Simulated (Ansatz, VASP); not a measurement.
## One calculation of Rh, two programs

```
CELL_PARAMETERS angstrom
0.00000 1.88879 1.88879
1.88879 0.00000 1.88879
1.88879 1.88879 0.00000
ATOMIC_POSITIONS crystal
Rh 0.00000 0.00000 0.00000
```

Change from the starting cell: volume scaled by 0.98, PAW files.

Alike in both runs: task electric field gradients; functional PBE; k mesh 16 × 16 × 16; occupations fermi-dirac, width 0.08 eV; no spin polarisation.

|  | VASP | Ansatz |
| --- | --- | --- |
| version | VASP 6.6.1 | Ansatz 0.2.0 |
| potentials or method | VASP PAW PBE potentials, release 64 (Rh_pv) | PAW with Ansatz's default frozen-core files, scalar-relativistic |
| plane-wave cutoff (eV) | 520 | 420 |
| valence electrons in the cell | 15 | 17 |

VASP gave:

```
pressure (GPa)                                                 : 12.2
Vzz of the field gradient on the site that differs most (V/Å²) : 0.0
```

Which values does Ansatz return?

Pressure (GPa): 12.1; Vzz of the field gradient on the site that differs most (V/Å²): 0.0.

The two sets of potentials don't hold the same shells in valence. Ansatz warned: «gradients_without_spin_orbit».
